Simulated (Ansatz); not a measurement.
# Sn (Im-3m) in Ansatz: a series of runs

The runs below take Sn through band structure, with LDA, PBEsol, r2SCAN.

Everything below comes from runs of Ansatz 0.2.0. Logs are shortened: lines on timing, memory, paths and dates and some standing lists are left out, and cuts for length are marked.

## (1) The crystal as given

The structure is cubic, space group Im-3m (No. 229). Conventional cell: a = 3.789 Å, b = 3.789 Å, c = 3.789 Å, α = 90.00°, β = 90.00°, γ = 90.00°. Sn (site symmetry m-3m) has 8 Sn at 3.28 Å as nearest neighbours.

This isn't the form of Sn at room conditions, which is tetragonal (white tin).

## (2) Band structure, LDA

Input file input.yaml:

```yaml
crystal:
  lattice:
    - [-1.8946518192, 1.8946518192, 1.8946518192]
    - [1.8946518192, -1.8946518192, 1.8946518192]
    - [1.8946518192, 1.8946518192, -1.8946518192]
  atoms:
    - { symbol: Sn, position: [0.0, 0.0, 0.0] }
hamiltonian:
  xc: lda
  pseudopotentials: { kind: paw }
kpoints:
  mp_grid: { grid: [6, 6, 6] }
  band_path:
    path:
      - [[0.0, 0.0, 0.0], [0.5, -0.5, 0.5], [0.0, 0.0, 0.5], [0.0, 0.0, 0.0], [0.25, 0.25, 0.25], [0.5, -0.5, 0.5]]
      - [[0.25, 0.25, 0.25], [0.0, 0.0, 0.5]]
    npoints: 14
scf:
  occupations: { method: fermi_dirac, width: 0.05 }
  n_extra_bands: 6
output:
  forces: true
  stress: true
  eigenvalues: true
  fatbands: true
```

Potentials or basis: Ansatz PAW.

On the command line:

```
> ansatz run input.yaml --threads 2 --pin off --max-ram 5632MiB --backend cpu --events-out ev --progress --plain --runs-dir out
```

Log:

```text
Warning: RAYON_NUM_THREADS=2 ignored (pool sized by the plan → 2); use --threads N
scf.n_extra_bands = 6 over 7 filled bands (N_el = 14.0): the run solves 13 bands
Engine: ansatz 0.2.0, x86_64-unknown-linux-gnu
Pseudopotentials: kind: paw
Pseudopotential: Sn, paw, valence charge 14, recommended cutoff 420 eV (normal), Sn.paw.azcp
Functional definition: SPW92
  exchange = slater_x
  correlation = pw_c
Crystal: 1 atoms, lattice volume = 27.205 Å³
Basis set: ecut = 420 eV, 555 PW (Γ)
Bands: 13, of which v1, the nominal top of the filled ones, is band 7 counted from 1 (6 counted from 0)
Symmetry: 48 space group operations
Space group: Im-3m (ITA 229), of the structure as read, at distance tolerance 3.0e-5 Å
k-points: 16 of 216
Non-local potential: Sn, projectors of the file, l = 0: 2, l = 1: 2, l = 2: 2, l = 3: 2
PAW form: soft (Blöchl's): semilocal exchange-correlation on the pseudo side does not see the compensation charge
PAW frozen core: Sn, regenerated for the run's functional, and the local potential with it (the file was generated under x = pbe(κ = 0.804, μ = 0.2195149727645171), c = pbe(β = 0.06672455060314922))
PAW one-centre angular grid: Sn, 590 points (default); XC on 64 Gauss nodes
Initial density: superposition of atomic densities (neutral atoms: chi_scale 0, normalization atom), corrected by the library's trained network
Initial wavefunctions: pseudopotential atomic-orbital guess
Functional: x = slater, c = lda
SCF iter   1: F=—  HF=-5879.499664 eV  |F-HF|=—  |Δ(HF+E_count)|=         —  Δρ=6.68e-3  dr2=5.49e-3  ethr=1.77e-3  ⟨swp⟩=5.7  Hψ=1203  notcnv=0  defer=1
preconditioner: auto → none  [insulator: Δε(μ)=0.579 eV  Ē_g=25.669 eV  σ=0.050 eV  W_gap=0.75  n_scr=12 (ndim 8)  ℏωp=26.6 eV  f_vac=0.000  D(μ)=0.42/eV (n_scr^D=0)  ε∞_Penn≈2.1]
SCF iter   2: F=—  HF=-5879.496819 eV  |F-HF|=—  |Δ(HF+E_count)|=   2.84e-3  Δρ=2.44e-3  dr2=7.77e-4  ethr=3.92e-5  ⟨swp⟩=2.6  Hψ=446  notcnv=0  defer=5
SCF iter   3: F=—  HF=-5879.496582 eV  |F-HF|=—  |Δ(HF+E_count)|=   2.37e-4  Δρ=1.93e-4  dr2=1.28e-5  ethr=5.55e-6  ⟨swp⟩=2.3  Hψ=288  notcnv=0  defer=5
SCF iter   4: F=—  HF=-5879.496578 eV  |F-HF|=—  |Δ(HF+E_count)|=   4.41e-6  Δρ=1.28e-4  dr2=4.66e-6  ethr=9.17e-8  ⟨swp⟩=2.0  Hψ=299  notcnv=0  defer=5
SCF iter   5: F=—  HF=-5879.496574 eV  |F-HF|=—  |Δ(HF+E_count)|=   3.24e-6  Δρ=2.42e-5  dr2=1.67e-7  ethr=3.33e-8  ⟨swp⟩=2.0  Hψ=302  notcnv=0  defer=5
SCF iter   6: F=-5879.496574 eV  HF=-5879.496574 eV  |F-HF|=3.76e-9  |Δ(HF+E_count)|=   1.12e-7  Δρ=3.19e-6  dr2=2.82e-9  ethr=7.14e-10  ⟨swp⟩=6.8  Hψ=941  notcnv=0
SCF 1 converged in 6 iterations: F = -5879.496574 eV  dr2 = 2.82e-9
NSCF: frozen V_eff on 86 k-points
SCF converged after 6 iterations
Free energy (F): -5879.496574 eV
Harris-Foulkes:  -5879.496574 eV  (|F-HF|=3.76e-9)
Internal energy: -5879.493447 eV  (E = F + TS)
E sigma→0 (E₀):  -5879.495011 eV
Entropy (-TS):   -0.003128 eV (-3.128 meV/atom)
Fermi energy:    10.626050 eV
--- Per-component energies (eV) ---
  E_band       = -84.900379
  E_kinetic    = 187.081231
  E_local      = -829.288027  (includes V_loc(G=0)·N_el)
  E_nonlocal   = -28.383427
  E_hartree    = 518.497040
  E_xc         = -379.383779
  E_vxc        = -98.928864  (∫ρ·V_xc dr)
  E_paw        = -3993.163395  (= ΣΔE_a)
  E_vpaw       = -352.377828  (= ΣTr[D̂ρ^β])
  E_aug_tail   = -0.000000  (compensation charges beyond the density's cutoff)
  E_ewald      = -1355.277987
  E_core_change = 0.424898  (= ΣΔE_core)
  E_smearing   = -0.003128  (= −TS)
  E_closure    = 0.000000  (closes the sum)
  Σ components = -5879.496574   (vs F -5879.496574, Δ=0.00e0)
--- Forces (eV/Å), atoms counted from 1 ---
  atom   1  Sn    -0.00000000     0.00000000     0.00000000
  max |Σ_I F_I| component: 2.63e-30 eV/Å
--- Stress (GPa, compression-positive) ---
       -3.485480       0.000000       0.000000
       -0.000000      -3.485480      -0.000000
       -0.000000      -0.000000      -3.485480
  P = ⅓ Tr σ = -3.4855 GPa (-34.855 kbar)
--- Band table (eV; the first three rows and the last of 16) ---
  k-point 0: bands = ["-10.9425", "-10.9425", "-10.9425", "-10.8020", "-10.8020", "-0.6105", "18.3110", "18.3110", "18.3110", "22.7172", "22.7172", "22.7172", "23.2732"]
  k-point 1: bands = ["-10.9541", "-10.9270", "-10.8874", "-10.8138", "-10.8036", "-0.0068", "14.5942", "16.6603", "17.6114", "20.2675", "20.6563", "22.3828", "24.3239"]
  k-point 2: bands = ["-10.9771", "-10.9170", "-10.8193", "-10.8065", "-10.7750", "1.7913", "9.4933", "14.7469", "16.4023", "18.9301", "19.3021", "23.7569", "25.4181"]
  k-point 15: bands = ["-10.9621", "-10.9621", "-10.7385", "-10.7385", "-10.7385", "7.8310", "10.0138", "10.0138", "10.0138", "14.4696", "14.4696", "28.6230", "31.1992"]
```

fatbands.tsv:

```text
# ik	k_distance	band	e_minus_ef	sn0_l0_5S	sn0_l1_5P	sn0_l2_4D
# fermi_ev = 10.626050
# lock_threshold_ev = 1e-12
# [0, 0, 0] at k_distance = 0.000000
# [0.5, -0.5, 0.5] at k_distance = 1.658137
# [0, 0, 0.5] at k_distance = 2.830617
# [0, 0, 0] at k_distance = 4.003097
# [0.25, 0.25, 0.25] at k_distance = 5.439086
# [0.5, -0.5, 0.5] at k_distance = 6.875075
# [0.25, 0.25, 0.25] at k_distance = 6.875075
# [0, 0, 0.5] at k_distance = 7.704144
# jumps = 71
# n_points = 86
0	0.000000	0	-21.568595	0.000000	0.000000	0.999899
0	0.000000	1	-21.568595	0.000000	0.000000	0.999899
0	0.000000	2	-21.568595	0.000000	0.000000	0.999899
0	0.000000	3	-21.428022	0.000000	0.000000	0.999980
0	0.000000	4	-21.428022	0.000000	0.000000	0.999980
0	0.000000	5	-11.236599	0.998675	0.000000	0.000000
[... 915 lines left out ...]
70	6.875075	11	17.996927	0.000000	0.000000	0.000000
70	6.875075	12	20.573189	0.000000	0.002455	0.000000

71	6.875075	0	-21.500225	0.000000	0.005881	0.994078
71	6.875075	1	-21.500225	0.000000	0.005881	0.994078
71	6.875075	2	-21.500225	0.000000	0.005881	0.994078
71	6.875075	3	-21.433075	0.000000	0.000000	0.999986
71	6.875075	4	-21.433075	0.000000	0.000000	0.999986
71	6.875075	5	-5.405764	0.998165	0.000000	0.000000
[... 187 lines left out ...]
85	7.704144	11	14.806622	0.000000	0.052910	0.000000
85	7.704144	12	15.848448	0.000000	0.000035	0.000000
```

Wall time 1.3 s (2 threads of AMD EPYC 7R43 (Zen 3), shared host); peak memory 0.31 GiB.

Results:

```
Free energy            : -5879.4966 eV
Pressure               : -3.5 GPa
Band gap on the k mesh : none (metal or under the smearing width)
```

Levels at the corners of the path, in eV from the Fermi level:
```
point  band 3  band 4  band 5  band 6  band 7  band 8  band 9  band 10  band 11  band 12
    Γ  -21.57  -21.43  -21.43  -11.24    7.68    7.68    7.68    12.09    12.09    12.09
    H  -21.36  -21.36  -21.36   -2.80   -0.61   -0.61   -0.61     3.84     3.84    18.00
    N  -21.44  -21.43  -21.34   -6.63   -4.51    3.41    5.27     7.88     8.23    14.81
    Γ  -21.57  -21.43  -21.43  -11.24    7.68    7.68    7.68    12.09    12.09    12.09
    P  -21.50  -21.43  -21.43   -5.41   -1.54   -1.54   -1.54    17.68    17.68    17.68
    H  -21.36  -21.36  -21.36   -2.80   -0.61   -0.61   -0.61     3.84     3.84    18.00
    P  -21.50  -21.43  -21.43   -5.41   -1.54   -1.54   -1.54    17.68    17.68    17.68
    N  -21.44  -21.43  -21.34   -6.63   -4.51    3.41    5.27     7.88     8.23    14.81
```

Caveat: the k mesh is coarse (spacing up to 0.39 Å⁻¹), so the values aren't converged; spin-orbit coupling is left out, which moves the levels of the heavy elements; the PAW data sets come from PBE, with cores solved anew for the run's functional, which leaves a small shift of forces and pressure.

## (3) Band structure, PBEsol

input.yaml: that of step 2 with these lines changed.

```diff
@@ -8,3 +8,3 @@
 hamiltonian:
-  xc: lda
+  xc: pbesol
   pseudopotentials: { kind: paw }
@@ -24,2 +24,2 @@
   eigenvalues: true
-  fatbands: true
+  fatbands: false
```

Potentials or basis: Ansatz PAW.

On the command line:

```
> ansatz run input.yaml --threads 2 --pin off --max-ram 5632MiB --backend cpu --events-out ev --progress --plain --runs-dir out
```

Wall time 1 s (2 threads of AMD EPYC 7R43 (Zen 3), shared host); peak memory 0.33 GiB.

The run converged. Its results:

```
Free energy            : -5949.7730 eV
Pressure               : -2.1 GPa
Band gap on the k mesh : none (metal or under the smearing width)
```

Levels at the corners of the path, in eV from the Fermi level:
```tsv
point	band 5	band 6	band 7	band 8	band 9	band 10
Γ	-21.47	-11.23	7.81	7.81	7.81	11.97
H	-21.41	-2.64	-0.62	-0.62	-0.62	3.70
N	-21.38	-6.56	-4.56	3.46	5.29	7.80
Γ	-21.47	-11.23	7.81	7.81	7.81	11.97
P	-21.47	-5.29	-1.59	-1.59	-1.59	17.69
H	-21.41	-2.64	-0.62	-0.62	-0.62	3.70
P	-21.47	-5.29	-1.59	-1.59	-1.59	17.69
N	-21.38	-6.56	-4.56	3.46	5.29	7.80
```

Caveat: the k mesh is coarse (spacing up to 0.39 Å⁻¹), so the values aren't converged; spin-orbit coupling is left out, which moves the levels of the heavy elements; the PAW data sets come from PBE, with cores solved anew for the run's functional, which leaves a small shift of forces and pressure.

## (4) Band structure, r2SCAN

input.yaml: that of step 3 with these lines changed.

```diff
@@ -8,3 +8,3 @@
 hamiltonian:
-  xc: pbesol
+  xc: r2scan
   pseudopotentials: { kind: paw }
```

On the command line:

```
> ansatz run input.yaml --threads 2 --pin off --max-ram 5632MiB --backend cpu --events-out ev --progress --plain --runs-dir out
```

Run time: 1.8 s. Hardware: 2 threads of AMD EPYC 7R43 (Zen 3), shared host; peak memory 0.38 GiB.

The run converged. Its results:

```
Free energy            : -6038.4229 eV
Pressure               : -0.4 GPa
Band gap on the k mesh : none (metal or under the smearing width)
```

Levels at the corners of the path, in eV from the Fermi level:
| point | band 5 | band 6 | band 7 | band 8 | band 9 | band 10 |
| --- | --- | --- | --- | --- | --- | --- |
| Γ | -22.24 | -11.71 | 8.36 | 8.36 | 8.36 | 12.82 |
| H | -22.17 | -2.39 | -0.66 | -0.66 | -0.66 | 4.12 |
| N | -22.15 | -6.71 | -4.75 | 3.68 | 5.78 | 8.50 |
| Γ | -22.24 | -11.71 | 8.36 | 8.36 | 8.36 | 12.82 |
| P | -22.25 | -5.34 | -1.60 | -1.60 | -1.60 | 18.97 |
| H | -22.17 | -2.39 | -0.66 | -0.66 | -0.66 | 4.12 |
| P | -22.25 | -5.34 | -1.60 | -1.60 | -1.60 | 18.97 |
| N | -22.15 | -6.71 | -4.75 | 3.68 | 5.78 | 8.50 |

Caveat: the k mesh is coarse (spacing up to 0.39 Å⁻¹), so the values aren't converged; spin-orbit coupling is left out, which moves the levels of the heavy elements; the PAW data sets come from PBE, with cores solved anew for the run's functional, which leaves a small shift of forces and pressure.

## (5) Summary

```tsv
level	cutoff (eV)	gap on the mesh (eV)	pressure (GPa)
LDA	420	none	-3.5
PBEsol	420	none	-2.1
r2SCAN	500	none	-0.4
```

Alike in all rows: task band structure; potentials or basis Ansatz PAW; no spin polarisation; cell as given; k mesh 6 × 6 × 6; smearing fermi-dirac 0.05 eV; the mesh is coarse, so values aren't converged.

Caveats: all runs use coarse meshes; spin-orbit coupling is left out, which moves the levels of the heavy elements; the PAW data sets come from PBE, with cores solved anew for the run's functional, which leaves a small shift of forces and pressure.

Total energies depend on the potentials used, so only differences within one code and one set of settings carry meaning.
